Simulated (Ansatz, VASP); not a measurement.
## Two plane-wave programs on TePb

```
Pb Te
1.0
     0.00000    3.23100    3.23100
     3.23100    0.00000    3.23100
     3.23100    3.23100    0.00000
Pb Te
1 1
Direct
  0.00000 0.00000 0.00000
  0.50000 0.50000 0.50000
```

Alike in both runs: task band structure; functional BLYP; k mesh 7 × 7 × 7; occupations fermi-dirac, width 0.05 eV; no spin polarisation.

|  | VASP | Ansatz |
| --- | --- | --- |
| version | VASP 6.6.1 | Ansatz 0.2.0 |
| potentials or method | VASP PAW PBE potentials, release 64 (Pb_d, Te) | Ansatz PAW |
| plane-wave cutoff (eV) | 520 | 420 |
| valence electrons in the cell | 20 | 30 |

|  | VASP | Ansatz | Ansatz less VASP |
| --- | --- | --- | --- |
| gap on the k mesh at the Fermi level (eV) | 1.08 | 1.09 | +0.010 |
| least direct gap on the mesh (eV) | 1.08 | 1.09 | +0.010 |
| gap along the band path (eV) | 0.82 | 0.83 | +0.012 |
| pressure (GPa) | 5.5 | 5.3 | -0.16 |

The functional is the same, so the differences come from potentials, cutoffs and numerics. The two sets of potentials don't hold the same shells in valence.

Caveats: spin-orbit coupling is left out, which moves the levels of the heavy elements; the PAW data sets were made with another functional, which shifts forces and pressure a little (VASP); the PAW data sets come from PBE, with cores solved anew for the run's functional, which leaves a small shift of forces and pressure (Ansatz).
